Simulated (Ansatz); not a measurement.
# N started in the widest void in wurtzite AlN, 97 atoms, charge +1

All numbers come from Ansatz (PAW, plane waves, no spin–orbit coupling) at the single k point (¼, ¼, ¼) without its symmetry partners. The atoms were relaxed with PBEsol in a fixed cell; other functionals are single points on those atoms unless said otherwise. The valence top and gap of the host come from its small cell on a dense mesh, with the band extrema sought between the mesh points, lined up by the mean potential, PBEsol gap 4.09 eV, HSE06 gap 5.54 eV. The charge correction uses an assumed dielectric constant of 8.5.

Relaxed structure:

```
CELL_PARAMETERS angstrom
9.34145 0.00000 0.00000
0.00000 10.78657 0.00000
0.00000 0.00000 9.96706
ATOMIC_POSITIONS crystal
Al 0.16648 0.08345 0.24892
Al 0.16938 0.07963 0.74840
Al 0.00122 0.33250 0.24392
Al 0.02050 0.31665 0.76221
Al 0.49728 0.08345 0.24891
Al 0.49440 0.07964 0.74841
Al 0.33187 0.33413 0.25064
Al 0.33188 0.33456 0.74771
Al 0.16541 0.58481 0.24815
Al 0.16468 0.58394 0.74752
Al 0.99913 0.83521 0.24685
Al 0.00132 0.83886 0.74712
Al 0.83187 0.08291 0.25002
Al 0.83188 0.08253 0.74808
Al 0.66254 0.33250 0.24394
Al 0.64325 0.31666 0.76219
Al 0.49833 0.58481 0.24815
Al 0.49905 0.58395 0.74753
Al 0.33187 0.83362 0.24752
Al 0.33186 0.83087 0.74738
Al 0.83188 0.58988 0.23908
Al 0.83188 0.61089 0.75042
Al 0.66463 0.83521 0.24685
Al 0.66244 0.83886 0.74712
Al 0.99902 0.16728 0.49725
Al 0.99935 0.16268 0.00216
Al 0.33190 0.16786 0.49844
Al 0.33189 0.16717 0.99892
Al 0.16376 0.41767 0.49755
Al 0.16825 0.41829 0.00140
Al 0.99903 0.67041 0.49468
Al 0.00091 0.66822 0.99635
Al 0.66478 0.16729 0.49725
Al 0.66445 0.16268 0.00215
Al 0.50004 0.41768 0.49753
Al 0.49556 0.41829 0.00142
Al 0.33189 0.66724 0.49741
Al 0.33189 0.66692 0.99776
Al 0.16631 0.91787 0.49664
Al 0.16626 0.91643 0.99831
Al 0.83192 0.42494 0.46106
Al 0.83190 0.41567 0.99664
Al 0.66477 0.67040 0.49468
Al 0.66289 0.66822 0.99635
Al 0.49749 0.91788 0.49663
Al 0.49753 0.91643 0.99831
Al 0.83189 0.91792 0.49712
Al 0.83189 0.91683 0.99763
N 0.99867 0.16524 0.19093
N 0.00264 0.16026 0.68875
N 0.33188 0.16829 0.18952
N 0.33189 0.16807 0.68980
N 0.16683 0.41818 0.19051
N 0.16318 0.41608 0.68972
N 0.00087 0.66908 0.18529
N 0.00265 0.67359 0.68676
N 0.66510 0.16524 0.19093
N 0.66115 0.16026 0.68875
N 0.49693 0.41818 0.19053
N 0.50056 0.41610 0.68970
N 0.33187 0.66711 0.18854
N 0.33188 0.66463 0.68816
N 0.16603 0.91760 0.18853
N 0.16847 0.91629 0.68742
N 0.83189 0.41842 0.19060
N 0.83187 0.36967 0.72689
N 0.66290 0.66908 0.18530
N 0.66111 0.67358 0.68677
N 0.49772 0.91760 0.18854
N 0.49531 0.91629 0.68741
N 0.83188 0.91736 0.18821
N 0.83188 0.91708 0.68830
N 0.16604 0.08474 0.43917
N 0.16614 0.08292 0.93907
N 0.99897 0.33376 0.43578
N 0.00289 0.33082 0.94800
N 0.49775 0.08475 0.43916
N 0.49762 0.08292 0.93908
N 0.33188 0.33497 0.44141
N 0.33189 0.33381 0.93841
N 0.16444 0.58424 0.43921
N 0.16546 0.58310 0.93790
N 0.99922 0.83647 0.43742
N 0.99884 0.83460 0.93756
N 0.83189 0.08480 0.44042
N 0.83189 0.08389 0.93891
N 0.66482 0.33379 0.43579
N 0.66089 0.33082 0.94799
N 0.49932 0.58424 0.43920
N 0.49832 0.58310 0.93791
N 0.33188 0.83349 0.43806
N 0.33188 0.83273 0.93815
N 0.83189 0.59410 0.42675
N 0.83189 0.58360 0.93631
N 0.66455 0.83646 0.43742
N 0.66492 0.83459 0.93756
N 0.83196 0.46287 0.64814
```

Chemical potentials μ are those of reference phases of the elements at zero temperature by the same functional (the usual solids, diamond for C, grey Sn, and the molecules H2, N2, O2, F2, Cl2, Br2 and S8).

| functional | E(defect) − E(host) − Σ nμ + q·E_VBM (eV) | monopole (eV) | alignment (eV) | formation energy at E_F = VBM (eV) | moment (μB) | wall time, shared host |
| --- | --- | --- | --- | --- | --- | --- |
| PBEsol | 2.89 | 0.24 | 0.01 | 3.14 | 2.0 | 30 s on NVIDIA GB300 (relaxation) |

**Question.** Estimate the formation energy and moment that HSE06 gives on these atoms.

**Answer.** 2.62 eV at E_F = VBM (2.36 eV before the monopole term 0.24 eV and the alignment 0.02 eV), moment 2.0 μB.

HSE06 one-electron levels near the gap (the ten most localised at most), from the host's valence top, not corrected for the charge's images:

```csv
level (eV),spin,filling,atoms sharing it,element of the atom with most weight
-0.29,down,1.00,50.6,spread
-0.25,up,1.00,52.9,spread
-0.24,down,1.00,54.6,spread
-0.15,up,1.00,49.4,spread
-0.14,down,1.00,51.5,spread
0.18,up,1.00,5.8,N
0.29,up,1.00,6.1,N
3.36,down,0.00,3.6,N
3.38,down,0.00,3.4,N
```

PBEsol tends to spread a hole over several anions where a hybrid would trap it on one, and single points on PBEsol atoms lack that distortion.

All elements are taken at their own reference at once; growth conditions in equilibrium with the host shift these energies, by up to the host's formation enthalpy.

One k point and a cell of this size can leave errors of several tenths of an eV in such numbers.
